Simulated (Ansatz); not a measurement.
# One structure type (Pm-3m), one member withheld

Level of theory: Ansatz 0.2.0, DFT, PBE, all-electron LAPW, scalar-relativistic.

All cells have space group Pm-3m and are held fixed (conventional cell and sites). Prototypes and MP cells are computed structures that needn't be known or stable phases of these compounds. Gaps are the smallest over the k mesh and a high-symmetry path; Bader charges come from PAW runs of the same cells. Open d or f shells run without spin or U come out metallic where the real compound may not be. Semilocal functionals give too small gaps and can close them; gaps under 0.4 eV may also close off the mesh. Rows with a moment start ferromagnetic; other orders may lie lower, and can open a gap.

Spin–orbit coupling is left out, though it moves levels of the heavy atoms by tenths of an eV or more.

Cl: a = 2.86 Å, b = 2.86 Å, c = 2.86 Å; Cl 1a (0.000 0.000 0.000); 18×18×18 mesh, smearing 0.05 eV, sc type, relaxed by us
Ta: a = 2.74 Å, b = 2.74 Å, c = 2.74 Å; Ta 1a (0.000 0.000 0.000); 13×13×13 mesh, smearing 0.03 eV, sc type, relaxed by us
Au: a = 2.75 Å, b = 2.75 Å, c = 2.75 Å; Au 1a (0.000 0.000 0.000); 12×12×12 mesh, smearing 0.08 eV, sc type, relaxed by us
Lu: a = 3.20 Å, b = 3.20 Å, c = 3.20 Å; Lu 1a (0.000 0.000 0.000); 13×13×13 mesh, smearing 0.03 eV, sc type, relaxed by us
Fe: a = 2.37 Å, b = 2.37 Å, c = 2.37 Å; Fe 1a (0.000 0.000 0.000); 18×18×18 mesh, smearing 0.03 eV, sc type, relaxed by us
Sb: a = 3.16 Å, b = 3.16 Å, c = 3.16 Å; Sb 1a (0.000 0.000 0.000); 12×12×12 mesh, smearing 0.08 eV, COD 9013008, reported

```csv
compound,P (GPa),gap (eV),cell moment (μB)
Cl,0.0,none,unpolarised run
Ta,-0.1,none,unpolarised run
Au,0.0,none,unpolarised run
Lu,0.0,none,unpolarised run
Sb,-2.2,none,unpolarised run
```

**Question.** Predict the row of Fe (its pressure aside) (spin-polarised from parallel starts).

**Answer.** Gap (eV): none, cell moment (μB): 2.3.
